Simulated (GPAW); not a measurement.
MoS2: single point with PBE

Crystal: MoS2.

```
Mo S
1.0
     1.58000    0.91221    6.15000
    -1.58000    0.91221    6.15000
     0.00000   -1.82443    6.15000
Mo S
1 2
Direct
  0.00000 0.00000 0.00000
  0.41700 0.41700 0.41700
  0.25000 0.25000 0.25000
```

Measurements of this composition are mostly on another form, of space group No. 194.

| Quantity | Value |
| --- | --- |
| Program | GPAW 26.7.0 |
| Task | single point |
| Functional | PBE |
| Potentials or basis | GPAW PAW data sets (gpaw-data 1.2.1) |
| Cutoff | 450 eV |
| Basis | pw |
| k mesh | 8 × 8 × 8 |
| Occupations | fermi-dirac, width 0.05 eV |
| Spin | no spin polarisation |
| Maxiter | 120 |
| Convergence | default |

```yaml
Pressure: 5.1 GPa
Largest_force: 0.529 eV/Å
Band_gap_on_the_k_mesh: 1.02 eV, indirect (least direct gap 2.00 eV)
```

Forces in eV/Å, atoms in the order of the input:
```
Mo   0.000  0.000  0.087
S    0.000  0.000  0.443
S    0.000  0.000 -0.529
```

Stress tensor (GPa, compression positive):
```
4.30 0.00 0.00
0.00 4.30 0.00
0.00 0.00 6.73
```

Levels at points of the mesh, in eV from the valence-band top:
```tsv
k point	band 10	band 11	band 12	band 13	band 14	band 15	band 16	band 17
(0.00, 0.00, 0.00)	-2.32	-2.32	-1.26	-1.17	2.01	2.01	2.43	2.43
(0.50, 0.00, 0.00)	-4.04	-2.34	-1.67	-1.49	1.55	1.98	3.45	3.48
(0.50, 0.50, 0.00)	-3.96	-2.91	-1.85	-1.32	1.50	2.10	3.00	3.89
(0.50, 0.50, 0.50)	-3.47	-2.29	-2.29	0.00	2.11	2.11	2.30	2.30
```

Run time: 54 s on 1 thread of Intel(R) Xeon(R) Platinum 8488C (Sapphire Rapids) (shared host), peak memory 0.23 GiB.

Caveat: the cutoff is short for stress and forces, so pressures can be off by a GPa or more; the program warned that so skewed a cell can give wrong results. A k mesh can miss the band edges.
